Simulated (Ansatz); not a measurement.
## InP (F-43m): a many-body input that goes wrong, and its mend

Aim: the G0W0 gap of InP (F-43m). The first input has a fault.

Method: G0W0 on PBE, plane waves, PAW; PAW set soft_1, in Ansatz 0.2.0.

### Step 1. Starting point

The structure is cubic, space group F-43m (No. 216). The conventional cell has a = 5.869 Å, b = 5.869 Å, c = 5.869 Å, α = 90.00°, β = 90.00°, γ = 90.00°. In has 4 P at 2.54 Å nearest. Nearest to P lie 4 In at 2.54 Å. Farther neighbours are not listed.

The cell and positions come from the Crystallography Open Database and are kept as given unless a step says otherwise.

### Step 2. First try

Contents of input.yaml:

```yaml
crystal:
  lattice:
    - [0.0, 2.93435, 2.93435]
    - [2.93435, 0.0, 2.93435]
    - [2.93435, 2.93435, 0.0]
  atoms:
    - { symbol: In, position: [0.0, 0.0, 0.0] }
    - { symbol: P, position: [0.25, 0.25, 0.25] }
kpoints:
  mp_grid: { grid: [4, 4, 4] }
hamiltonian:
  xc: pbe
  pseudopotentials: { kind: paw, azcp: { folder: soft_1 } }
scf:
  occupations: { method: fixed }
gw:
  n_empty_bands: 4
  ecut_chi: 40
  qp_bands: [v2, c2]
  qp_kpoints: band_edges
  screening: { model: contour_deformation }
```

On the command line:

```
ansatz run input.yaml --threads 3 --pin off --max-ram 92160MiB --backend cuda --events-out ev --progress --plain --runs-dir out --devices 1 --max-vram 13GiB
```

Numbers of over 12 decimals in the logs are rounded to 6 here.

What it wrote:

```text
GPUs: using 1 of 1 available (devices: 1).
Engine: ansatz 0.2.0, x86_64-unknown-linux-gnu
Pseudopotentials: kind: paw
Pseudopotential: In, paw, valence charge 13, recommended cutoff 420 eV (normal), soft_1/In.paw.azcp
Pseudopotential: P, paw, valence charge 5, recommended cutoff 420 eV (normal), soft_1/P.paw.azcp
Functional definition: PBE
  parameter kappa = 0.804
  parameter beta = 0.066725
  exchange = pbe_x(kappa = kappa, mu = beta*pi^2/3)
  correlation = pbe_c(beta = beta)
device memory: the entry about to start is reckoned to put 0.8 GiB on a device that reports 34.1 GiB free (of which the cap on the GPU budget leaves the run 13.0 GiB)
GPU FFT provider: cuFFT
GPU libraries: cuBLAS 13.8.2, cuFFT 12.4.0, cuSOLVER 12.3.4
Crystal: 2 atoms, lattice volume = 50.532 Å³
Basis set: ecut = 420 eV, 965 PW (Γ)
Bands: 13, of which v1, the nominal top of the filled ones, is band 9 counted from 1 (8 counted from 0)
Symmetry: 24 space group operations
Space group: F-43m (ITA 216), of the structure as read, at distance tolerance 3.7e-5 Å
k-points: 8 of 64 (time reversal used)
Non-local potential: In, projectors of the file, l = 0: 2, l = 1: 2, l = 2: 2, l = 3: 1
Non-local potential: P, projectors of the file, l = 0: 2, l = 1: 2, l = 2: 1
PAW form: soft (Blöchl's): semilocal exchange-correlation on the pseudo side does not see the compensation charge
PAW one-centre angular grid: In, 590 points (default); XC on 64 Gauss nodes
PAW one-centre angular grid: P, 110 points (default); XC on 64 Gauss nodes
Initial density: superposition of atomic densities (chi_scale 0.1, normalization cell, long waves kept (reshape's long-wave potential 0.00 eV rms))
Initial wavefunctions: pseudopotential atomic-orbital guess
GPU buffer pool allocated for 27000 grid points (all kernels)
GPU transforms: local potential and band sums: pruned to the plane-wave sphere, on 27×27×27
Functional: x = pbe(κ = 0.804, μ = 0.219515), c = pbe(β = 0.066725)
SCF iter   1: F=—  HF=-6354.195331 eV  |F-HF|=—  |Δ(HF+E_count)|=         —  Δρ=3.59e-2  dr2=9.60e-1  ethr=3.10e-3  ⟨swp⟩=5.0  Hψ=565  notcnv=0  defer=11
preconditioner: auto → none  [insulator: Δε(μ)=0.973 eV  Ē_g=14.435 eV  n_scr=14 (ndim 8)  ℏωp=22.2 eV  f_vac=0.000  ε∞_Penn≈3.4]
SCF iter   2: F=—  HF=-6353.952275 eV  |F-HF|=—  |Δ(HF+E_count)|=   2.43e-1  Δρ=1.65e-2  dr2=9.73e-2  ethr=3.10e-3  ⟨swp⟩=3.1  Hψ=232  notcnv=0  defer=10
SCF iter   3: F=—  HF=-6353.943902 eV  |F-HF|=—  |Δ(HF+E_count)|=   8.37e-3  Δρ=6.57e-3  dr2=1.57e-2  ethr=5.41e-4  ⟨swp⟩=2.9  Hψ=181  notcnv=0  defer=12
SCF iter   4: F=—  HF=-6353.944594 eV  |F-HF|=—  |Δ(HF+E_count)|=   6.92e-4  Δρ=1.10e-3  dr2=4.30e-4  ethr=8.70e-5  ⟨swp⟩=3.6  Hψ=201  notcnv=0  defer=12
SCF iter   5: F=—  HF=-6353.944502 eV  |F-HF|=—  |Δ(HF+E_count)|=   9.29e-5  Δρ=2.34e-4  dr2=1.34e-5  ethr=2.39e-6  ⟨swp⟩=2.0  Hψ=196  notcnv=0  defer=12
SCF iter   6: F=—  HF=-6353.944518 eV  |F-HF|=—  |Δ(HF+E_count)|=   1.67e-5  Δρ=2.41e-5  dr2=2.07e-7  ethr=7.42e-8  ⟨swp⟩=2.1  Hψ=143  notcnv=0  defer=10
SCF iter   7: F=-6353.944518 eV  HF=-6353.944518 eV  |F-HF|=1.76e-9  |Δ(HF+E_count)|=   8.17e-8  Δρ=2.67e-6  dr2=3.45e-9  ethr=5.56e-10  ⟨swp⟩=6.1  Hψ=511  notcnv=0
SCF 1 converged in 7 iterations: F = -6353.944518 eV  dr2 = 3.45e-9
[...]
device memory: the entry about to start is reckoned to put 1.3 GiB on a device that reports 34.1 GiB free (of which the cap on the GPU budget leaves the run 13.0 GiB)
NSCF: frozen V_eff on 8 k-points
[...]
device memory: the entry about to start is reckoned to put 0.8 GiB on a device that reports 34.1 GiB free (of which the cap on the GPU budget leaves the run 13.0 GiB)
NSCF: frozen V_eff on 8 k-points
G₀W₀ screening: q 1/8
[... further progress lines ...]
device memory: the entry about to start is reckoned to put 0.3 GiB on a device that reports 34.0 GiB free (of which the cap on the GPU budget leaves the run 13.0 GiB)
NSCF: frozen V_eff on 1 k-points
SCF converged after 7 iterations
Free energy (F): -6353.944518 eV
Harris-Foulkes:  -6353.944518 eV  (|F-HF|=1.76e-9)
Internal energy: -6353.944518 eV  (E = F + TS)
E sigma→0 (E₀):  -6353.944518 eV
Fermi energy:    7.024351 eV
--- Per-component energies (eV) ---
  E_band       = -51.851010
  E_kinetic    = 288.184541
  E_local      = -1333.946846  (includes V_loc(G=0)·N_el)
  E_nonlocal   = 359.649910
  E_hartree    = 535.467426
  E_xc         = -215.485278
  E_vxc        = -150.017733  (∫ρ·V_xc dr)
  E_paw        = -4768.707758  (= ΣΔE_a)
  E_vpaw       = -286.655965  (= ΣTr[D̂ρ^β])
  E_aug_tail   = 0.000148  (compensation charges beyond the density's cutoff)
  E_ewald      = -1219.106662
  E_smearing   = -0.000000  (= −TS)
  E_closure    = 0.000000  (closes the sum)
  Σ components = -6353.944518   (vs F -6353.944518, Δ=0.00e0)
--- Band table (eV; the first three rows and the last of 8) ---
  k-point 0: bands = [... 5 lower, -4.4707, 7.0244, 7.0244, 7.0244, 7.7032, 11.0824, 11.0824, 11.0824]
  k-point 1: bands = [... 5 lower, -3.7977, 3.5794, 6.4669, 6.4669, 8.7915, 11.7822, 11.7822, 12.3239]
  k-point 2: bands = [... 5 lower, -2.7550, 1.2952, 6.0530, 6.0530, 8.4970, 11.8028, 11.8028, 14.1069]
  k-point 7: bands = [... 5 lower, -2.0233, 1.4178, 4.0771, 4.1163, 11.2988, 11.3753, 12.5556, 13.2142]
--- G₀W₀: contour deformation, 6 samples at zero and on the imaginary axis and 2 off it, 64 q-points, 4 empty bands' worth ---
  eigenvalues of the whole cell's RPA ε∞ on this k-mesh (on a slab, of 1 + 4πα/V) = 47.7834, 47.7834, 47.7834; static W/v taken at q = 0 is 0.020928
  bands read: the sum over 13 bands ends inside a degenerate multiplet in 1 slot, whose members it reads at an even weight; the widest, k=6: bands 13 to 14 (counted from 1) at 1/2 each
  gw.qp_kpoints: band_edges: 6 of 8 stored k-points solved, in 1 pass; an edge of the gap read off the rows below is read off those points alone
    valence top: of the k-points left out ik 5 came nearest to being solved in a further pass, in band 9 (counted from 1, as in the quasiparticle table): it holds the edge there only if its correction is more favourable than any solved in that band by at least 1.026 eV; those differ by 0.456 eV
    conduction bottom: of the k-points left out ik 4 came nearest to being solved in a further pass, in band 10 (counted from 1, as in the quasiparticle table): it holds the edge there only if its correction is more favourable than any solved in that band by at least 1.220 eV; those differ by 0.675 eV
  `?` marks the rows in doubt; gw_qp.tsv's column doubts and the gw_qp event give each row's grounds
    ik  band        ε_KS         Σx   Σc(E_QP)       V_xc       Z   E_QP_lin       E_QP  E_QP is
     0     8      7.0244   -16.9005     2.6520   -15.0680  0.7531     7.8252     7.8439  root
     0     9      7.0244   -16.9005     2.6520   -15.0680  0.7531     7.8252     7.8439  root
     0    10      7.7032    -9.9811    -2.4354   -14.0723  0.7722     9.2669     9.3590  root
     0    11     11.0824    -7.0394    -2.6819   -11.5529  0.7701    12.8214    12.9141  root
     1     8      6.4669   -16.4446     2.7397   -14.4281  0.7477     7.1744     7.1901  root
     1     9      6.4669   -16.4446     2.7397   -14.4281  0.7477     7.1744     7.1901  root
     1    10      8.7915    -8.8168    -2.4868   -12.9997  0.7728    10.3960    10.4877  root
     1    11     11.7822    -7.0653    -2.8431   -11.7924  0.7667    13.5879    13.6663  root
     2     8      6.0530   -16.2776     2.8676   -14.0610  0.7420     6.6904     6.7041  root
     2     9      6.0530   -16.2776     2.8676   -14.0610  0.7420     6.6904     6.7041  root
     2    10      8.4970    -8.7752    -2.4892   -12.8728  0.7749    10.0245    10.1054  root
     2    11     11.8028    -6.6802    -2.7967   -11.3294  0.7642    13.5495    13.6552  root ?
     3     8      5.6150   -15.8674     2.9120   -13.5396  0.7363     6.1873     6.1993  root
     3     9      5.6150   -15.8674     2.9120   -13.5396  0.7363     6.1873     6.1993  root
     3    10      9.4874    -6.9167    -2.5783   -10.9609  0.7795    10.9150    10.9533  root ?
     3    11     10.1332    -8.4597    -2.6449   -12.8434  0.7637    11.7843    11.8720  root
     6     8      4.7062   -15.5777     3.2159   -12.8126  0.7187     5.1487     5.1570  root
     6     9      4.7062   -15.5777     3.2159   -12.8126  0.7187     5.1487     5.1570  root
     6    10      8.7683    -6.4347    -2.6277   -10.0832  0.7839     9.8497     9.7891  root ?
     6    11      9.2746    -7.7438    -2.5476   -11.8226  0.7760    10.7472    10.8058  root ?
     7     8      4.0771   -15.3071     3.2702   -12.3513  0.7010     4.3869     4.3914  root
     7     9      4.1163   -14.6256     3.1685   -11.8208  0.7034     4.4731     4.4799  root
     7    10     11.2988    -6.9539    -2.7618   -11.2150  0.7656    12.7604    12.7980  root ?
     7    11     11.3753    -9.0184    -3.0418   -14.1990  0.7390    13.4080    13.5142  root ?
```

Wall time 11 s (1 × NVIDIA H100 80GB HBM3 (shared by 6 runs) with 3 threads of AMD EPYC 7R13 (Zen 3), shared host); peak memory 0.96 GiB.

Reading the cycles: dr2 is the Hartree energy of the density residual (eV), the measure of convergence; HF is the Harris–Foulkes estimate of the energy, which meets the free energy F at convergence.

**Diagnosis.**

The run ended normally, though the input holds a fault or crude settings.

The fault: four empty bands in G0W0. The sums over empty states are cut off almost at the gap, so screening and correlation are far from complete.

It printed a gap of 1.52 eV, which is an artefact of the settings.

### Step 3. A better input

G0W0 replaces the xc potential by the self-energy, built once from these orbitals. Only a window of levels is corrected, while the sums run over the empty bands that the input names. This step takes PAW set soft_1 files.

input.yaml: that of step 2 with these lines changed.

```diff
@@ -16,4 +16,4 @@
 gw:
-  n_empty_bands: 4
-  ecut_chi: 40
+  n_empty_bands: 150
+  ecut_chi: 120
   qp_bands: [v2, c2]
```

What it wrote:

```text
GPUs: using 1 of 1 available (devices: 1).
[...]
GPU FFT provider: cuFFT
GPU libraries: cuBLAS 13.8.2, cuFFT 12.4.0, cuSOLVER 12.3.4
Crystal: 2 atoms, lattice volume = 50.532 Å³
Basis set: ecut = 420 eV, 965 PW (Γ)
Bands: 13, of which v1, the nominal top of the filled ones, is band 9 counted from 1 (8 counted from 0)
[... 1 set-up line as in the run before ...]
[...]
k-points: 8 of 64 (time reversal used)
[...]
GPU buffer pool allocated for 27000 grid points (all kernels)
[...]
SCF iter   1: F=—  HF=-6354.195331 eV  |F-HF|=—  |Δ(HF+E_count)|=         —  Δρ=3.59e-2  dr2=9.60e-1  ethr=3.10e-3  ⟨swp⟩=5.0  Hψ=565  notcnv=0  defer=11
[...]
SCF iter   7: F=-6353.944518 eV  HF=-6353.944518 eV  |F-HF|=1.76e-9  |Δ(HF+E_count)|=   8.17e-8  Δρ=2.67e-6  dr2=3.45e-9  ethr=5.56e-10  ⟨swp⟩=6.1  Hψ=511  notcnv=0
SCF 1 converged in 7 iterations: F = -6353.944518 eV  dr2 = 3.45e-9
[...]
0     8      7.0244   -16.9005     1.4222   -15.0680  0.7331     6.6051     6.6141  root
     0     9      7.0244   -16.9005     1.4222   -15.0680  0.7331     6.6051     6.6141  root
     0    10      7.7032    -9.9811    -4.0022   -14.0723  0.7533     7.7926     7.7923  root
     0    11     11.0824    -7.0394    -4.4189   -11.5529  0.7453    11.1774    11.1770  root
     1     8      6.4669   -16.4446     1.5758   -14.4281  0.7310     6.0150     6.0262  root
     1     9      6.4669   -16.4446     1.5758   -14.4281  0.7310     6.0150     6.0262  root
     1    10      8.7915    -8.8168    -4.1024   -12.9997  0.7523     8.8723     8.8721  root
     1    11     11.7822    -7.0653    -4.6248   -11.7924  0.7407    11.8849    11.8845  root
[...]
7     8      4.0771   -15.3071     2.4184   -12.3513  0.6999     3.5199     3.5395  root
     7     9      4.1163   -14.6256     2.2815   -11.8208  0.7029     3.5715     3.5929  root
     7    10     11.2988    -6.9539    -4.3167   -11.2150  0.7400    11.2432    11.2430  root
     7    11     11.3753    -9.0184    -4.9426   -14.1990  0.7165    11.6160    11.6133  root
[key lines of the parts left out:]
SCF converged after 7 iterations
Free energy (F): -6353.944518 eV
Fermi energy:    7.024351 eV
```

Elapsed: 11 s, on 1 × NVIDIA H100 80GB HBM3 (shared by 6 runs) with 3 threads; peak memory 1.1 GiB.

Numbers from this step:

* bands summed: 159
* RPA ε∞ on this mesh (eigenvalues): 47.15, 47.15, 47.15
* plane waves in the screening matrix: 169
* q-points in the mesh: 64
* G0W0 gap on the mesh: 1.178 eV
* k of the valence top: 0, 0, 0
* k of the conduction bottom: 0, 0, 0
* starting gap on the mesh: 0.6788 eV
* Z at the valence top: 0.7331
* Z at the conduction bottom: 0.7533
* least direct G0W0 gap on the computed points: 1.178 eV

The gap on the mesh goes from 0.68 eV to 1.18 eV, a correction of +0.50 eV. Between the two edge states, bare exchange in place of the xc potential would open the gap by 5.92 eV, and correlation takes back 5.42 eV.

### Step 4. What came out

```yaml
first_try: converged after 11 s
better_run: G0W0 gap on the mesh 1.18 eV (4×4×4 mesh, 150 empty bands, screening to 120 eV, PAW set soft_1 files)
```

**Reading.** The second run differs in: empty bands and screening cutoff (eV). Bands and cutoff are finite, so the gap is not at the basis limit. The miss can reach some tenths of an eV and take either sign; the mesh is an error of its own. The 4×4×4 mesh is coarse for this cell (its supercell is 17 Å along the shortest edge). The RPA ε∞ on it, from the PBE start, is 47.15; such meshes misread the long-range screening, most where the gap is narrow. The RPA ε∞ on this mesh reaches over 25; with a narrow direct gap a coarse mesh can overstate it, and the correction is then too small. The many-body steps are scalar-relativistic: spin-orbit coupling is not in them.

[Paths, hosts, dates, memory and timing lines, banners, echoed tables and standing remarks are left out of the program output.]

[Logs are printed without paths, hosts, clocks, repeated set-up lines and the standing remarks that a program may print on its own settings, such as how far it seeks lower states.]

[Runs of the session that timed out or met a known fault of the program may be left out.]

[Cells called generated may have been cut or substituted from an entry of the Crystallography Open Database or the Materials Project.]

[Hosts, paths, dates, database ids (printed as entryN), source tags and the programs' standing remarks are cut or masked in the printed files.]
